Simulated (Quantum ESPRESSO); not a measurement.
Input of a Quantum ESPRESSO 7.5 run:

pw.in

```
&CONTROL
  calculation = 'scf'
  prefix = 'pwscf'
  outdir = './tmp'
  pseudo_dir = './pseudo'
  tprnfor = .true.
  tstress = .true.
  disk_io = 'low'
/
&SYSTEM
  ibrav = 0
  nat = 2
  ntyp = 2
  ecutwfc = 45
  ecutrho = 360
  nbnd = 9
  occupations = 'smearing'
  smearing = 'fd'
  degauss = 0.00367493
/
&ELECTRONS
  conv_thr = 4d-10
  electron_maxstep = 120
  mixing_beta = 0.5
/
ATOMIC_SPECIES
Al    26.9815 al_lda_v1.uspp.F.UPF
N     14.0070 n_lda_v1.2.uspp.F.UPF
CELL_PARAMETERS angstrom
   0.0000000000    2.1839935596    2.1839935596
   2.1839935596    0.0000000000    2.1839935596
   2.1839935596    2.1839935596    0.0000000000
ATOMIC_POSITIONS angstrom
Al     0.0000000000    0.0000000000    0.0000000000
N      1.0919967798    1.0919967798    1.0919967798
K_POINTS automatic
8 8 8 0 0 0
```

scf2.in

```
&CONTROL
  calculation = 'scf'
  prefix = 'pwscf'
  outdir = './tmp'
  pseudo_dir = './pseudo'
  tprnfor = .true.
  tstress = .true.
  disk_io = 'low'
/
&SYSTEM
  ibrav = 0
  nat = 2
  ntyp = 2
  ecutwfc = 45
  ecutrho = 360
  nbnd = 9
  occupations = 'fixed'
/
&ELECTRONS
  conv_thr = 1d-13
  electron_maxstep = 120
  mixing_beta = 0.5
  startingpot = 'file'
  startingwfc = 'file'
/
ATOMIC_SPECIES
Al    26.9815 al_lda_v1.uspp.F.UPF
N     14.0070 n_lda_v1.2.uspp.F.UPF
CELL_PARAMETERS angstrom
   0.0000000000    2.1839935596    2.1839935596
   2.1839935596    0.0000000000    2.1839935596
   2.1839935596    2.1839935596    0.0000000000
ATOMIC_POSITIONS angstrom
Al     0.0000000000    0.0000000000    0.0000000000
N      1.0919967798    1.0919967798    1.0919967798
K_POINTS automatic
8 8 8 0 0 0
```

The input ph.in:

```
dielectric of AlN
&INPUTPH
  prefix = 'pwscf'
  outdir = './tmp'
  tr2_ph = 1d-18
  fildyn = 'dyn'
  niter_ph = 90
  alpha_mix(1) = 0.7
  epsil = .true.
  trans = .false.
  zeu = .true.
/
0.0000000000 0.0000000000 0.0000000000
```

Potentials or basis: GBRV 1.5 LDA.

Command:

```bash
$ OMP_NUM_THREADS=1 pw.x -in pw.in > pw.out
$ OMP_NUM_THREADS=1 pw.x -in scf2.in > scf2.out
$ OMP_NUM_THREADS=1 ph.x -in ph.in > ph.out
```

Problem. Estimate the electronic dielectric tensor (diagonal).

Solution. 4.60.

Problem. What does it give for the Born charges (mean of the diagonal)?

Solution. Al +2.54; N -2.55 e.

Problem. Predict the pressure.

Solution. -2.8 GPa.

Problem. What does it give for the band gap on the k mesh?

Solution. 3.22 eV, indirect (least direct gap 4.20 eV).

Born effective charge tensors (e):
atom 1, Al
```
2.54 0.00 0.00
0.00 2.54 0.00
0.00 0.00 2.54
```
atom 2, N
```
-2.55  0.00  0.00
 0.00 -2.55  0.00
 0.00  0.00 -2.55
```

Caveat: on a mesh that holds Γ this program's dielectric tensor can be off by some percent beyond the error of the mesh. A k mesh can miss the band edges.
